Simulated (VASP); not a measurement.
Te2Pt (Moncheite), 3 atoms in the cell. It takes space group P-3m1 (No. 164, trigonal). The conventional cell has a = 4.044 Å, b = 4.044 Å, c = 5.123 Å, α = 90.00°, β = 90.00°, γ = 120.00°. Around Te (site symmetry 3m) lie 3 Pt at 2.70 Å. Pt (site symmetry -3m) has 6 Te at 2.70 Å as nearest neighbours. 

| Item | Value |
| --- | --- |
| Program | VASP 6.6.1 |
| Task | relaxation of cell and atoms |
| Functional | PBEsol |
| Potentials or basis | VASP PAW PBE potentials, release 64 (Te, Pt) |
| Cutoff | 600 eV |
| k mesh | 12 × 12 × 7 |
| Occupations | methfessel-paxton, width 0.1 eV |
| Spin | no spin polarisation |
| Further INCAR settings | ALGO = Normal; EDIFF = 1e-07; IBRION = 2; EDIFFG = -0.005; NSW = 90; ISIF = 3 |

Potentials or basis: VASP PAW PBE potentials, release 64 (Te, Pt).

Launch:

```bash
$ cat potpaw_PBE.64/Te/POTCAR potpaw_PBE.64/Pt/POTCAR > POTCAR
$ mpirun -np 1 vasp_std > vasp.out
```

Hardware: 1 thread of Intel(R) Xeon(R) 6975P-C (Granite Rapids) (shared host).

Task: How long does it take, and how much memory?

Result: It took 88 s on 1 thread of Intel(R) Xeon(R) 6975P-C (Granite Rapids), with other jobs on the host, peak memory 0.33 GiB. Counts: scf iterations 28, k points 112, ion steps 3.
